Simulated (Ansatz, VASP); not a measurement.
**Sb: VASP beside Ansatz**

File INCAR:

```
  PREC = Accurate
  ENCUT = 520
  EDIFF = 1E-7
  ISMEAR = 0
  SIGMA = 0.1
  LREAL = F
  LASPH = T
  NELM = 100
  ALGO = Fast
  ISIF = 2
  LWAVE = F
  LCHARG = F
  GGA = PE
  NBANDS = 12
```

Contents of KPOINTS:

```
regular mesh
0
Gamma
  6 6 4
```

POSCAR

```
Sb
1.0
    3.0296705115      0.0000000000      0.0000000000
    0.0000000000      3.0140159832      0.0000000000
   -0.0752697515      0.0000000000      6.0285953076
Sb
2
Direct
    0.4557527500      0.0000000000      0.2504221100
    0.5442472500      0.0000000000      0.7495778900
```

Input for Ansatz:

```yaml
crystal:
  lattice:
    - [3.0296705115, 0.0, 0.0]
    - [0.0, 3.0140159832, 0.0]
    - [-0.0752697515, 0.0, 6.0285953076]
  atoms:
    - { symbol: Sb, position: [0.45575275, 0.0, 0.25042211] }
    - { symbol: Sb, position: [0.54424725, 0.0, 0.74957789] }
basis:
  ecutwfc: 420
kpoints:
  mp_grid: { grid: [6, 6, 4] }
hamiltonian:
  xc: pbe
scf:
  occupations: { method: gaussian, width: 0.1 }
output:
  forces: true
  stress: true
  eigenvalues: true
```

Alike in both runs: task single point; functional PBE; k mesh 6 × 6 × 4; occupations gaussian, width 0.1 eV; no spin polarisation.

|  | VASP | Ansatz |
| --- | --- | --- |
| version | VASP 6.6.1 | Ansatz 0.2.0 |
| potentials or method | VASP PAW PBE potentials, release 64 (Sb) | scalar-relativistic, plane waves, PAW |
| plane-wave cutoff (eV) | 520 | 420 |
| valence electrons in the cell | 10 | 30 |

|  | VASP | Ansatz | Ansatz less VASP |
| --- | --- | --- | --- |
| gap on the k mesh at the Fermi level (eV) | none | none | - |
| pressure (GPa) | 6.1 | 6.1 | -0.04 |
| largest component of the traceless stress (GPa) | 3.55 | 3.55 | -0.002 |
| rms of the force components (eV/Å) | 0.051 | 0.051 | -0.0001 |

Atom by atom the forces differ by 0.001 eV/Å (rms over components). A gap of «none» marks a metal or a gap that the smearing closes. The two sets of potentials don't hold the same shells in valence.

The runs have no spin-orbit coupling, so splittings on Sb are missing.
